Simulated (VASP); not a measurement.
# W (Im-3m) in VASP: further runs

The runs below take W through relaxation of cell and atoms, with PBEsol, RPBE.

All numbers are computed with VASP 6.6.1; they aren't measurements. Logs are shortened: lines on timing, memory, paths and dates and some standing lists are left out, and cuts for length are marked.

**1. The crystal as given**

It takes space group Im-3m (No. 229, cubic). The conventional cell has a = 3.201 Å, b = 3.201 Å, c = 3.201 Å, α = 90.00°, β = 90.00°, γ = 90.00°. Around W (site symmetry m-3m) lie 8 W at 2.77 Å.

**2. Relaxation of cell and atoms, PBEsol**

INCAR reads:

```
SYSTEM = W
ALGO     = Normal         ! electronic algorithm
EDIFF    = 1E-7           ! SCF threshold, eV
EDIFFG   = -0.005         ! ionic threshold
ENCUT    = 580            ! plane-wave cutoff, eV
GGA      = PS             ! functional
IBRION   = 2              ! ionic algorithm
ISIF     = 3              ! what is computed and relaxed
ISMEAR   = 0              ! smearing method
LASPH    = .TRUE.         ! aspherical terms in the spheres
LCHARG   = .FALSE.        ! write CHGCAR
LREAL    = .FALSE.        ! projectors in reciprocal space
LWAVE    = .FALSE.        ! write WAVECAR
NELM     = 60             ! most SCF steps
NSW      = 90             ! ionic steps
PREC     = Accurate       ! precision mode
SIGMA    = 0.1            ! smearing width, eV
```

KPOINTS reads:

```
k-points
0
G
  18 18 18
  0 0 0
```

POSCAR reads:

```
W
1.0
   -1.6007500000      1.6007500000      1.6007500000
    1.6007500000     -1.6007500000      1.6007500000
    1.6007500000      1.6007500000     -1.6007500000
W
1
Direct
    0.0000000000      0.0000000000      0.0000000000
```

Potentials or basis: VASP PAW PBE potentials, release 64 (W).

The run is started by

```sh
> cat potpaw_PBE.64/W/POTCAR > POTCAR
> mpirun -np 1 vasp_std > vasp.out
```

OUTCAR:

```text
SYSTEM = W
   EDIFF = 1E-7
   EDIFFG = -0.005
   ENCUT = 580
   GGA = PS
   IBRION = 2
   ISIF = 3
   ISMEAR = 0
   LASPH = .TRUE.
   LREAL = .FALSE.
   NELM = 60
   NSW = 90
   PREC = Accurate

 ion  position               nearest neighbor table
   1  0.000  0.000  0.000-

  LATTYP: Found a body centered cubic cell.
 ALAT       =     3.2015000000

  Lattice vectors:

 A1 = (  -1.6007500000,   1.6007500000,   1.6007500000)
 A2 = (   1.6007500000,  -1.6007500000,   1.6007500000)
 A3 = (   1.6007500000,   1.6007500000,  -1.6007500000)

Analysis of symmetry for initial positions (statically):
=====================================================================
 Subroutine PRICEL returns:
 Original cell was already a primitive cell.

 Routine SETGRP: Setting up the symmetry group for a
 body centered cubic supercell.

 Subroutine GETGRP returns: Found 48 space group operations
 (whereof 48 operations were pure point group operations)
 out of a pool of 48 trial point group operations.

The static configuration has the point symmetry O_h .

Analysis of symmetry for dynamics (positions and initial velocities):
=====================================================================
 Subroutine PRICEL returns:
 Original cell was already a primitive cell.

 Routine SETGRP: Setting up the symmetry group for a
 body centered cubic supercell.

 Subroutine GETGRP returns: Found 48 space group operations
 (whereof 48 operations were pure point group operations)
 out of a pool of 48 trial point group operations.

The dynamic configuration has the point symmetry O_h .

 Subroutine INISYM returns: Found 48 space group operations
 (whereof 48 operations are pure point group operations),
 and found     1 'primitive' translations

----------------------------------------------------------------------------------------

                                     Primitive cell

  volume of cell :      16.4071

  direct lattice vectors                    reciprocal lattice vectors
    -1.600750000  1.600750000  1.600750000     0.000000000  0.312353584  0.312353584
     1.600750000 -1.600750000  1.600750000     0.312353584  0.000000000  0.312353584
     1.600750000  1.600750000 -1.600750000     0.312353584  0.312353584  0.000000000

  length of vectors
     2.772580330  2.772580330  2.772580330     0.441734675  0.441734675  0.441734675

  position of ions in fractional coordinates (direct lattice)
     0.000000000  0.000000000  0.000000000

  ion indices of the primitive-cell ions
   primitive index   ion index
                 1           1

----------------------------------------------------------------------------------------

 KPOINTS: k-points

Automatic generation of k-mesh.
 Grid dimensions read from file:
 generate k-points for:   18   18   18

 Generating k-lattice:

  Cartesian coordinates                     Fractional coordinates (reciprocal lattice)
     0.000000000  0.017352977  0.017352977     0.055555556  0.000000000  0.000000000
     0.017352977  0.000000000  0.017352977     0.000000000  0.055555556  0.000000000
     0.017352977  0.017352977  0.000000000     0.000000000  0.000000000  0.055555556

  Length of vectors
     0.024540815  0.024540815  0.024540815

  Shift w.r.t. Gamma in fractional coordinates (k-lattice)
     0.000000000  0.000000000  0.000000000

 Subroutine IBZKPT returns following result:
 ===========================================

 Found    195 irreducible k-points:

 Following reciprocal coordinates:
            Coordinates               Weight
  0.000000  0.000000  0.000000      1.000000
  0.055556  0.000000  0.000000     12.000000
  0.111111  0.000000  0.000000     12.000000
  0.166667  0.000000  0.000000     12.000000
  0.222222  0.000000  0.000000     12.000000
  0.277778  0.000000  0.000000     12.000000
[... 16 lines left out ...]
  0.333333  0.111111  0.000000     48.000000
  0.388889  0.111111  0.000000     48.000000
 [... further k-points ...]
   k-points           NKPTS =    195   k-points in BZ     NKDIM =    195   number of bands    NBANDS=      7
   number of dos      NEDOS =    301   number of ions     NIONS =      1
   total plane-waves  NPLWV =  13824
   dimension x,y,z NGX =    24 NGY =   24 NGZ =   24
   dimension x,y,z NGXF=    48 NGYF=   48 NGZF=   48
   ions per type =               1
   NGX,Y,Z   is equivalent  to a cutoff of  14.39, 14.39, 14.39 a.u.
   NGXF,Y,Z  is equivalent  to a cutoff of  28.78, 28.78, 28.78 a.u.
 SYSTEM =  W
   PREC   = accura    normal or accurate (medium, high low for compatibility)
   ISTART =      0    job   : 0-new  1-cont  2-samecut
   ICHARG =      2    charge: 1-file 2-atom 10-const
   ISPIN  =      1    spin polarized calculation?
   LNONCOLLINEAR =      F non collinear calculations
   LSORBIT =      F    spin-orbit coupling
   LASPH  =      T    aspherical Exc in radial PAW
   ENCUT  =  580.0 eV  42.63 Ry    6.53 a.u.   5.44  5.44  5.44*2*pi/ulx,y,z
   NELM   =     60;   NELMIN=  2; NELMDL= -5     # of ELM steps
   EDIFF  = 0.1E-06   stopping-criterion for ELM
   LREAL  =      F    real-space projection
   EDIFFG = -.5E-02   stopping-criterion for IOM
   NSW    =     90    number of steps for IOM
   IBRION =      2    ionic relax: 0-MD 1-quasi-New 2-CG
   NFREE  =      1    steps in history (QN), initial steepest desc. (CG)
   ISIF   =      3    stress and relaxation
   ISYM   =      2    0-nonsym 1-usesym 2-fastsym
   POTIM  = 0.5000    time-step for ionic-motion
   TEBEG  =    0.0;   TEEND  =   0.0 temperature during run
   PSTRESS=    0.0 pullay stress
   NELECT =       6.0000    total number of electrons
   NUPDOWN=      -1.0000    fix difference up-down
   EMIN   =  10.00;   EMAX   =-10.00  energy-range for DOS
   EFERMI =   0.00;   METHOD = LEGACY
   ISMEAR =     0;   SIGMA  =   0.10  broadening in eV -4-tet -1-fermi 0-gaus
   EFERMI_NEDOS =   21; number of points for ismear=-14 and -15
   IALGO  =     38    algorithm
   IMIX   =      4    mixing-type and parameters
     AMIX     =   0.40;   BMIX     =  1.00
     AMIX_MAG =   1.60;   BMIX_MAG =  1.00
  volume/ion in A,a.u.               =      16.41       110.72
  Fermi-wavevector in a.u.,A,eV,Ry     =   1.170708  2.212316 18.647548  1.370556
  Thomas-Fermi vector in A             =   2.307162
   LORBIT       =      0    0 simple, 1 ext, 2 COOP (PROOUT), +10 PAW based schemes
   GGA     = PS    functional components
   LHFCALC =     F    Hartree Fock is set to
   AEXX    =    0.0000 exact exchange contribution
   IVDW    =     0    specifies the selected vdW correction
   LEPSILON=     F    determine dielectric tensor
   LRPA    =     F    only Hartree local field effects (RPA)
 conjugate gradient relaxation of ions
 non-spin polarized calculation
 Gauss-broadening in eV      SIGMA  =   0.10
  energy-cutoff  :      580.00
  volume of cell :       16.41
 maximum number of plane-waves:       537
 NGX is ok and might be reduce to    24
   NGX = 11   NGY = 11   NGZ = 11

--------------------------------------- Ionic step        1  -------------------------------------------

 number of electron       6.0000000 magnetization

 Free energy of the ion-electron system (eV)
  ---------------------------------------------------
  ext. energy  EPLUGINS =         0.00000000
  ---------------------------------------------------
  free energy    TOTEN  =       -13.83787038 eV

  energy without entropy =      -13.83424425  energy(sigma->0) =      -13.83605732

------------------------ aborting loop because EDIFF is reached ----------------------------------------

  FORCE on cell =-STRESS in cart. coord.  units (eV):
  Direction    XX          YY          ZZ          XY          YZ          ZX
  --------------------------------------------------------------------------------------
  -------------------------------------------------------------------------------------
  Total       -1.6668720     -1.6668720     -1.6668720      0.0000000      0.0000000     -0.0000000
  in kB     -162.7729753   -162.7729753   -162.7729753      0.0000000      0.0000000     -0.0000000
  external PRESSURE =    -162.7729753 kB  Pullay stress =       0.0000000 kB
[... 20 lines left out ...]
  energy  without entropy=      -13.8342442477  energy(sigma->0) =      -13.83605732

--------------------------------------- Ionic step        2  -------------------------------------------

 number of electron       6.0000000 magnetization

 E-fermi :  10.3585     XC(G=0): -14.3535

 val. band max:       10.3445100050   @ k =  -0.3889   0.3889   0.2778
 cond. band min:      10.3839567629   @ k =  -0.4444   0.4444   0.2222
 fundamental gap:      0.0394467578
 Fermi energy:        10.3584519370

 k-point     1 :       0.0000    0.0000    0.0000
  band No.  band energies     occupation
      1      -0.5438      2.00000
      2       8.5885      2.00000
      3       8.5885      2.00000
      4       8.5885      2.00000
      5      13.0215      0.00000
      6      13.0215      0.00000
      7      26.2146      0.00000
[... 332 lines left out ...]
  energy  without entropy=      -13.8806285652  energy(sigma->0) =      -13.88231291

--------------------------------------- Ionic step        5  -------------------------------------------

 number of electron       6.0000000 magnetization

 Free energy of the ion-electron system (eV)
  ---------------------------------------------------
  ext. energy  EPLUGINS =         0.00000000
  ---------------------------------------------------
  free energy    TOTEN  =       -13.88401490 eV

  energy without entropy =      -13.88064874  energy(sigma->0) =      -13.88233182

 E-fermi :   7.8736     XC(G=0): -13.3210

 val. band max:        7.8731377028   @ k =  -0.2778   0.3333   0.2222
 cond. band min:       7.8930100385   @ k =   0.5000   0.5000   0.2222
 fundamental gap:      0.0198723357
 Fermi energy:         7.8736382714

 k-point     1 :       0.0000    0.0000    0.0000
  band No.  band energies     occupation
      1      -1.8763      2.00000
      2       6.5929      2.00000
      3       6.5929      2.00000
      4       6.5929      2.00000
      5      10.1348      0.00000
      6      10.1349      0.00000
      7      23.2091      0.00000
[... 258 lines left out ...]
  FREE ENERGIE OF THE ION-ELECTRON SYSTEM (eV)
  ---------------------------------------------------
  free  energy   TOTEN  =       -13.8840148981 eV

  energy  without entropy=      -13.8806487393  energy(sigma->0) =      -13.88233182

 reached required accuracy - stopping structural energy minimisation
```

Wall time 32 s (1 thread of Intel Xeon Platinum 8488C (Sapphire Rapids), shared host); peak memory 0.17 GiB.

What came out:

| Quantity | Value |
| --- | --- |
| Free energy | -13.8840 eV |
| Relaxed volume | 15.54 Å³/atom |
| Relaxed cell | a = 2.723 Å, b = 2.723 Å, c = 2.723 Å, α = 109.47°, β = 109.47°, γ = 109.47° |
| Space group after relaxing (to 0.05 Å) | Im-3m (No. 229) |
| Energy gained by relaxing | 46.1 meV/atom |
| Ionic steps | 5 |
| Pressure after relaxing | 0.0 GPa |
| Band gap on the k mesh | none (metal or under the smearing width) |

Step by step:
```csv
step,energy change (eV),largest force (eV/Å),pressure (GPa),volume (Å³)
1,0.0000,0.0000,-16.28,16.41
2,0.6797,0.0000,97.99,12.76
3,-0.0457,0.0000,-1.71,15.62
4,-0.0461,0.0000,-0.34,15.56
5,-0.0461,0.0000,0.02,15.54
```

Final structure:
```
W
1.0
    -1.57209    1.57209    1.57209
     1.57209   -1.57209    1.57209
     1.57209    1.57209   -1.57209
W
1
Cartesian
  0.0000 0.0000 0.0000
```

Caveat: the PAW data sets were made with another functional, which shifts forces and pressure a little. Spin-orbit coupling is left out, which matters for the levels of W.

**3. Relaxation of cell and atoms, PBEsol**

INCAR, as its differences from that of step 2:

```diff
@@ -4,3 +4,3 @@
 EDIFFG   = -0.005         ! ionic threshold
-ENCUT    = 580            ! plane-wave cutoff, eV
+ENCUT    = 480            ! plane-wave cutoff, eV
 GGA      = PS             ! functional
```

KPOINTS is that of step 2.

POSCAR is that of step 2.

Potentials or basis: VASP PAW PBE potentials, release 64 (W_sv).

The run is started by

```sh
> cat potpaw_PBE.64/W_sv/POTCAR > POTCAR
> mpirun -np 1 vasp_std > vasp.out
```

It took 55 s on 1 thread of Intel Xeon Platinum 8488C (Sapphire Rapids), shared host; peak memory 0.16 GiB.

It converged, with:

```
Free energy                            : -13.8020 eV
Relaxed volume                         : 15.72 Å³/atom
Relaxed cell                           : a = 2.733 Å, b = 2.733 Å, c = 2.733 Å, α = 109.47°, β = 109.47°, γ = 109.47°
Space group after relaxing (to 0.05 Å) : Im-3m (No. 229)
Energy gained by relaxing              : 28.3 meV/atom
Ionic steps                            : 7
Pressure after relaxing                : 0.0 GPa
Band gap on the k mesh                 : none (metal or under the smearing width)
```

Step by step:
```csv
step,energy change (eV),largest force (eV/Å),pressure (GPa),volume (Å³)
1,0.0000,0.0000,-12.75,16.41
2,0.3880,0.0000,67.87,13.50
3,-0.0281,0.0000,-1.03,15.77
4,-0.0283,0.0000,-0.16,15.73
5,-0.0283,0.0000,0.12,15.72
6,-0.0283,0.0000,-0.34,15.74
7,-0.0283,0.0000,0.00,15.72
```

Final structure:
```
CELL_PARAMETERS angstrom
-1.57817 1.57817 1.57817
1.57817 -1.57817 1.57817
1.57817 1.57817 -1.57817
ATOMIC_POSITIONS crystal
W 0.00000 0.00000 0.00000
```

Levels at points of the mesh, in eV from the Fermi level:
```
           k point  band 3  band 4  band 5  band 6  band 7  band 8  band 9  band 10  band 11
(0.00, 0.00, 0.00)  -37.67  -37.67   -9.69   -1.24   -1.24   -1.24    2.26     2.26    14.57
(0.50, 0.00, 0.00)  -38.10  -37.68   -6.34   -3.61    0.73    2.17    3.15     6.25    11.21
(0.50, 0.50, 0.50)  -38.60  -38.60   -5.91   -5.91    5.25    5.25    5.25     8.33     8.33
```

Caveat: the PAW data sets were made with another functional, which shifts forces and pressure a little. The run has no spin-orbit coupling, so splittings on W are missing.

**4. Relaxation of cell and atoms, RPBE**

INCAR, as its differences from that of step 3:

```diff
@@ -4,4 +4,4 @@
 EDIFFG   = -0.005         ! ionic threshold
-ENCUT    = 480            ! plane-wave cutoff, eV
-GGA      = PS             ! functional
+ENCUT    = 600            ! plane-wave cutoff, eV
+GGA      = RP             ! functional
 IBRION   = 2              ! ionic algorithm
```

KPOINTS is that of step 3.

POSCAR is that of step 3.

The run is started by

```sh
> cat potpaw_PBE.64/W_sv/POTCAR > POTCAR
> mpirun -np 1 vasp_std > vasp.out
```

Run time: 31 s. Hardware: 1 thread of Intel Xeon Platinum 8488C (Sapphire Rapids), shared host; peak memory 0.17 GiB.

Results (log left out):

```
Free energy                            : -12.4001 eV
Relaxed volume                         : 16.36 Å³/atom
Relaxed cell                           : a = 2.770 Å, b = 2.770 Å, c = 2.770 Å, α = 109.47°, β = 109.47°, γ = 109.47°
Space group after relaxing (to 0.05 Å) : Im-3m (No. 229)
Energy gained by relaxing              : 0.1 meV/atom
Ionic steps                            : 3
Pressure after relaxing                : 0.0 GPa
Band gap on the k mesh                 : none (metal or under the smearing width)
```

Step by step:
```csv
step,energy change (eV),largest force (eV/Å),pressure (GPa),volume (Å³)
1,0.0000,0.0000,-0.85,16.41
2,0.0013,0.0000,2.95,16.20
3,-0.0001,0.0000,0.01,16.36
```

Final structure:
```
W
1.0
    -1.59918    1.59918    1.59918
     1.59918   -1.59918    1.59918
     1.59918    1.59918   -1.59918
W
1
Cartesian
  0.0000 0.0000 0.0000
```

Levels at points of the mesh, in eV from the Fermi level:
```csv
k point,band 3,band 4,band 5,band 6,band 7,band 8,band 9,band 10,band 11
"(0.00, 0.00, 0.00)",-37.85,-37.85,-9.46,-1.17,-1.17,-1.17,2.21,2.21,14.41
"(0.50, 0.00, 0.00)",-38.23,-37.86,-6.07,-3.41,0.54,2.08,3.03,5.87,10.60
"(0.50, 0.50, 0.50)",-38.67,-38.67,-5.58,-5.58,4.94,4.94,4.94,7.98,7.98
```

Caveat: the PAW data sets were made with another functional, which shifts forces and pressure a little. Spin-orbit coupling is left out, which matters for the levels of W.

**5. The runs side by side**

| level | potentials or basis | cutoff (eV) | gap on the mesh (eV) | pressure (GPa) | relaxed volume (Å³/atom) |
| --- | --- | --- | --- | --- | --- |
| PBEsol | VASP PAW PBE potentials, release 64 (W) | 580 | none | 0.0 | 15.54 |
| PBEsol | VASP PAW PBE potentials, release 64 (W_sv) | 480 | none | 0.0 | 15.72 |
| RPBE | VASP PAW PBE potentials, release 64 (W_sv) | 600 | none | 0.0 | 16.36 |

Alike in all rows: task relaxation of cell and atoms; no spin polarisation; cell relaxed; k mesh 18 × 18 × 18; smearing gaussian 0.1 eV.

Caveats: the PAW data sets were made with another functional, which shifts forces and pressure a little.

Absolute energies hang on the potentials; compare differences alone.
